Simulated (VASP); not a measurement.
# Si (P6_3/mmc) in VASP: further runs

One crystal, Si, is run at these levels: LDA; tasks: relaxation of cell and atoms.

Program: VASP 6.6.1. These are calculated values, not measurements. Logs are shortened: lines on timing, memory, paths and dates and some standing lists are left out, and cuts for length are marked.

**1. The crystal as given**

The structure is hexagonal, space group P6_3/mmc (No. 194). Conventional cell: a = 3.831 Å, b = 3.831 Å, c = 6.333 Å, α = 90.00°, β = 90.00°, γ = 120.00°. Si (site symmetry 3m) is surrounded by 4 Si at 2.35 to 2.37 Å.

This isn't the form of Si at room conditions, which is diamond.

**2. Relaxation of cell and atoms, LDA**

INCAR

```
SYSTEM = Si
  PREC = Accurate
  ENCUT = 600
  EDIFF = 1E-6
  ISMEAR = 0
  SIGMA = 0.03
  LREAL = .FALSE.
  LASPH = .TRUE.
  NELM = 80
  ALGO = Normal
  ISIF = 3
  LWAVE = .FALSE.
  LCHARG = .FALSE.
  IBRION = 2
  NSW = 90
  EDIFFG = -0.01
```

KPOINTS

```
Automatic mesh
0
G
  9 9 4
  0 0 0
```

POSCAR

```
Si
1.0
    3.8313174605      0.0000000000      0.0000000000
   -1.9156587303      3.3180182508      0.0000000000
    0.0000000000      0.0000000000      6.3326220002
Si
4
Direct
    0.3333333300      0.6666666700      0.0630095000
    0.6666666700      0.3333333300      0.5630095000
    0.3333333300      0.6666666700      0.4369905000
    0.6666666700      0.3333333300      0.9369905000
```

Potentials or basis: VASP PAW LDA potentials, release 64 (Si).

The run is started by

```
cat potpaw_LDA.64/Si/POTCAR > POTCAR
mpirun -np 1 vasp_std > vasp.out
```

OUTCAR:

```text
SYSTEM = Si
   PREC = Accurate
   ENCUT = 600
   EDIFF = 1E-6
   ISMEAR = 0
   LREAL = .FALSE.
   LASPH = .TRUE.
   NELM = 80
   ISIF = 3
   IBRION = 2
   NSW = 90
   EDIFFG = -0.01

 ion  position               nearest neighbor table
   1  0.333  0.667  0.063-   4 2.35   4 2.35   4 2.35   3 2.37
   2  0.667  0.333  0.563-   3 2.35   3 2.35   3 2.35   4 2.37
   3  0.333  0.667  0.437-   2 2.35   2 2.35   2 2.35   1 2.37
   4  0.667  0.333  0.937-   1 2.35   1 2.35   1 2.35   2 2.37

  LATTYP: Found a hexagonal cell.
 ALAT       =     3.8313174605
 C/A-ratio  =     1.6528575524

  Lattice vectors:

 A1 = (   3.8313174605,   0.0000000000,   0.0000000000)
 A2 = (  -1.9156587303,   3.3180182508,   0.0000000000)
 A3 = (   0.0000000000,   0.0000000000,   6.3326220002)

Analysis of symmetry for initial positions (statically):
=====================================================================
 Subroutine PRICEL returns:
 Original cell was already a primitive cell.

 Routine SETGRP: Setting up the symmetry group for a
 hexagonal supercell.

 Subroutine GETGRP returns: Found 24 space group operations
 (whereof 12 operations were pure point group operations)
 out of a pool of 24 trial point group operations.

The static configuration has the point symmetry D_3d.
 The point group associated with its full space group is D_6h.

Analysis of symmetry for dynamics (positions and initial velocities):
=====================================================================
 Subroutine PRICEL returns:
 Original cell was already a primitive cell.

 Routine SETGRP: Setting up the symmetry group for a
 hexagonal supercell.

 Subroutine GETGRP returns: Found 24 space group operations
 (whereof 12 operations were pure point group operations)
 out of a pool of 24 trial point group operations.

The dynamic configuration has the point symmetry D_3d.
 The point group associated with its full space group is D_6h.

 Subroutine INISYM returns: Found 24 space group operations
 (whereof 12 operations are pure point group operations),
 and found     1 'primitive' translations

----------------------------------------------------------------------------------------

                                     Primitive cell

  volume of cell :      80.5027

  direct lattice vectors                    reciprocal lattice vectors
     3.831317461  0.000000000  0.000000000     0.261006823  0.150692360  0.000000000
    -1.915658730  3.318018251  0.000000000     0.000000000  0.301384720  0.000000000
     0.000000000  0.000000000  6.332622000     0.000000000  0.000000000  0.157912473

  length of vectors
     3.831317461  3.831317461  6.332622000     0.301384720  0.301384720  0.157912473

  position of ions in fractional coordinates (direct lattice)
     0.333333330  0.666666670  0.063009500
     0.666666670  0.333333330  0.563009500
     0.333333330  0.666666670  0.436990500
     0.666666670  0.333333330  0.936990500

  ion indices of the primitive-cell ions
   primitive index   ion index
                 1           1
                 2           2
                 3           3
                 4           4

----------------------------------------------------------------------------------------

 KPOINTS: Automatic mesh

Automatic generation of k-mesh.
 Grid dimensions read from file:
 generate k-points for:    9    9    4

 Generating k-lattice:

  Cartesian coordinates                     Fractional coordinates (reciprocal lattice)
     0.029000758  0.016743596  0.000000000     0.111111111  0.000000000  0.000000000
     0.000000000  0.033487191  0.000000000     0.000000000  0.111111111  0.000000000
     0.000000000  0.000000000  0.039478118     0.000000000  0.000000000  0.250000000

  Length of vectors
     0.033487191  0.033487191  0.039478118

  Shift w.r.t. Gamma in fractional coordinates (k-lattice)
     0.000000000  0.000000000  0.000000000

 Subroutine IBZKPT returns following result:
 ===========================================

 Found     36 irreducible k-points:

 Following reciprocal coordinates:
            Coordinates               Weight
  0.000000  0.000000  0.000000      1.000000
  0.111111  0.000000  0.000000      6.000000
  0.222222  0.000000  0.000000      6.000000
  0.333333  0.000000  0.000000      6.000000
  0.444444  0.000000  0.000000      6.000000
  0.111111  0.111111  0.000000      6.000000
[... 16 lines left out ...]
  0.333333  0.222222  0.250000     24.000000
  0.333333  0.333333  0.250000      4.000000
 [... further k-points ...]
   k-points           NKPTS =     36   k-points in BZ     NKDIM =     36   number of bands    NBANDS=     12
   number of dos      NEDOS =    301   number of ions     NIONS =      4
   total plane-waves  NPLWV =  55296
   dimension x,y,z NGX =    32 NGY =   32 NGZ =   54
   dimension x,y,z NGXF=    64 NGYF=   64 NGZF=  108
   ions per type =               4
   NGX,Y,Z   is equivalent  to a cutoff of  13.89, 13.89, 14.18 a.u.
   NGXF,Y,Z  is equivalent  to a cutoff of  27.77, 27.77, 28.35 a.u.
 SYSTEM =  Si
   PREC   = accura    normal or accurate (medium, high low for compatibility)
   ISTART =      0    job   : 0-new  1-cont  2-samecut
   ICHARG =      2    charge: 1-file 2-atom 10-const
   ISPIN  =      1    spin polarized calculation?
   LNONCOLLINEAR =      F non collinear calculations
   LSORBIT =      F    spin-orbit coupling
   LASPH  =      T    aspherical Exc in radial PAW
   ENCUT  =  600.0 eV  44.10 Ry    6.64 a.u.   7.65  7.65 12.65*2*pi/ulx,y,z
   NELM   =     80;   NELMIN=  2; NELMDL= -5     # of ELM steps
   EDIFF  = 0.1E-05   stopping-criterion for ELM
   LREAL  =      F    real-space projection
   EDIFFG = -.1E-01   stopping-criterion for IOM
   NSW    =     90    number of steps for IOM
   IBRION =      2    ionic relax: 0-MD 1-quasi-New 2-CG
   NFREE  =      1    steps in history (QN), initial steepest desc. (CG)
   ISIF   =      3    stress and relaxation
   ISYM   =      2    0-nonsym 1-usesym 2-fastsym
   POTIM  = 0.5000    time-step for ionic-motion
   TEBEG  =    0.0;   TEEND  =   0.0 temperature during run
   PSTRESS=    0.0 pullay stress
   NELECT =      16.0000    total number of electrons
   NUPDOWN=      -1.0000    fix difference up-down
   EMIN   =  10.00;   EMAX   =-10.00  energy-range for DOS
   EFERMI =   0.00;   METHOD = LEGACY
   ISMEAR =     0;   SIGMA  =   0.03  broadening in eV -4-tet -1-fermi 0-gaus
   EFERMI_NEDOS =   21; number of points for ismear=-14 and -15
   IALGO  =     38    algorithm
   IMIX   =      4    mixing-type and parameters
     AMIX     =   0.40;   BMIX     =  1.00
     AMIX_MAG =   1.60;   BMIX_MAG =  1.00
  volume/ion in A,a.u.               =      20.13       135.81
  Fermi-wavevector in a.u.,A,eV,Ry     =   0.955384  1.805414 12.418837  0.912759
  Thomas-Fermi vector in A             =   2.084217
   LORBIT       =      0    0 simple, 1 ext, 2 COOP (PROOUT), +10 PAW based schemes
   GGA     = CA    functional components
   LHFCALC =     F    Hartree Fock is set to
   AEXX    =    0.0000 exact exchange contribution
   IVDW    =     0    specifies the selected vdW correction
   LEPSILON=     F    determine dielectric tensor
   LRPA    =     F    only Hartree local field effects (RPA)
 conjugate gradient relaxation of ions
 non-spin polarized calculation
 Gauss-broadening in eV      SIGMA  =   0.03
  energy-cutoff  :      600.00
  volume of cell :       80.50
 maximum number of plane-waves:      2738
 NGX is ok and might be reduce to    32
   NGX = 15   NGY = 15   NGZ = 25

--------------------------------------- Ionic step        1  -------------------------------------------

 number of electron      16.0000000 magnetization

 Free energy of the ion-electron system (eV)
  ---------------------------------------------------
  ext. energy  EPLUGINS =         0.00000000
  ---------------------------------------------------
  free energy    TOTEN  =       -23.78926700 eV

  energy without entropy =      -23.78926700  energy(sigma->0) =      -23.78926700

------------------------ aborting loop because EDIFF is reached ----------------------------------------

  FORCE on cell =-STRESS in cart. coord.  units (eV):
  Direction    XX          YY          ZZ          XY          YZ          ZX
  --------------------------------------------------------------------------------------
  -------------------------------------------------------------------------------------
  Total       -1.0159803     -1.0159803     -0.9785423      0.0000000      0.0000000      0.0000000
  in kB      -20.2201980    -20.2201980    -19.4751005      0.0000000      0.0000000      0.0000000
  external PRESSURE =     -19.9718321 kB  Pullay stress =       0.0000000 kB
[... 61 lines left out ...]
  energy  without entropy=      -23.7948161768  energy(sigma->0) =      -23.79481618

--------------------------------------- Ionic step        3  -------------------------------------------

 number of electron      16.0000000 magnetization

 Free energy of the ion-electron system (eV)
  ---------------------------------------------------
  ext. energy  EPLUGINS =         0.00000000
  ---------------------------------------------------
  free energy    TOTEN  =       -23.80020896 eV

  energy without entropy =      -23.80020896  energy(sigma->0) =      -23.80020896

 E-fermi :   6.3691     XC(G=0):  -9.6631

 val. band max:        6.1986105110   @ k =   0.0000   0.0000   0.0000
 cond. band min:       6.5087244519   @ k =   0.4444   0.0000   0.0000
 fundamental gap:      0.3101139409
 Fermi energy:         6.3690883888

 k-point     1 :       0.0000    0.0000    0.0000
  band No.  band energies     occupation
      1      -6.1468      2.00000
      2      -3.8066      2.00000
      3      -1.1450      2.00000
      4       4.6543      2.00000
      5       4.6543      2.00000
      6       5.8404      2.00000
      7       6.1986      2.00000
      8       6.1986      2.00000
      9       7.1879      0.00000
     10       8.1508      0.00000
     11       8.1508      0.00000
     12       8.5079      0.00000
[... 331 lines left out ...]
 k-point    24 :       0.3333    0.3333    0.2500
  band No.  band energies     occupation
      1      -2.7973      2.00000
      2      -2.7973      2.00000
      3      -0.8808      2.00000
      4      -0.8808      2.00000
      5       1.0459      2.00000
      6       2.3243      2.00000
      7       3.2867      2.00000
      8       3.2867      2.00000
      9       7.7130      0.00000
     10       9.0815      0.00000
     11       9.0815      0.00000
     12      11.4511      0.00000

 [... further k-points ...]

------------------------ aborting loop because EDIFF is reached ----------------------------------------

  FORCE on cell =-STRESS in cart. coord.  units (eV):
  Direction    XX          YY          ZZ          XY          YZ          ZX
  --------------------------------------------------------------------------------------
  -------------------------------------------------------------------------------------
  Total       -0.0006181     -0.0006181     -0.0043744      0.0000000     -0.0000000      0.0000000
  in kB       -0.0125692     -0.0125692     -0.0889566      0.0000000     -0.0000000      0.0000000
  external PRESSURE =      -0.0380316 kB  Pullay stress =       0.0000000 kB
[... 19 lines left out ...]
  FREE ENERGIE OF THE ION-ELECTRON SYSTEM (eV)
  ---------------------------------------------------
  free  energy   TOTEN  =       -23.8002089633 eV

  energy  without entropy=      -23.8002089633  energy(sigma->0) =      -23.80020896

 reached required accuracy - stopping structural energy minimisation
```

Run time: 94 s. Hardware: 1 thread of Intel Xeon Platinum 8259CL at 2.50GHz (Skylake/Cascade Lake), shared host; peak memory 0.19 GiB.

Results:

* Free energy: -23.8002 eV
* Relaxed volume: 19.70 Å³/atom
* Relaxed cell: a = 3.804 Å, b = 3.804 Å, c = 6.288 Å, α = 90.00°, β = 90.00°, γ = 120.00°
* Space group after relaxing (to 0.05 Å): P6_3/mmc (No. 194)
* Energy gained by relaxing: 2.7 meV/atom
* Ionic steps: 3
* Pressure after relaxing: 0.0 GPa
* Largest force after relaxing: 0.008 eV/Å
* Band gap on the k mesh: 0.31 eV, indirect (least direct gap 0.99 eV)

Forces on the atoms (eV/Å):
```
Si   0.000  0.000  0.008
Si   0.000  0.000  0.008
Si   0.000  0.000 -0.008
Si   0.000  0.000 -0.008
```

Step by step:
```csv
step,energy change (eV),largest force (eV/Å),pressure (GPa),volume (Å³)
1,0.0000,0.0145,-2.00,80.50
2,-0.0055,0.0242,1.49,77.61
3,-0.0109,0.0077,0.00,78.79
```

Final structure:
```
CELL_PARAMETERS angstrom
3.80354 0.00000 0.00000
-1.90177 3.29396 0.00000
0.00000 0.00000 6.28840
ATOMIC_POSITIONS crystal
Si 0.33333 0.66667 0.06294
Si 0.66667 0.33333 0.56294
Si 0.33333 0.66667 0.43706
Si 0.66667 0.33333 0.93706
```

Caveat: an odd mesh through Γ misses points on the zone boundary, where band edges often lie.

(Part 1 of 2 ends here.)
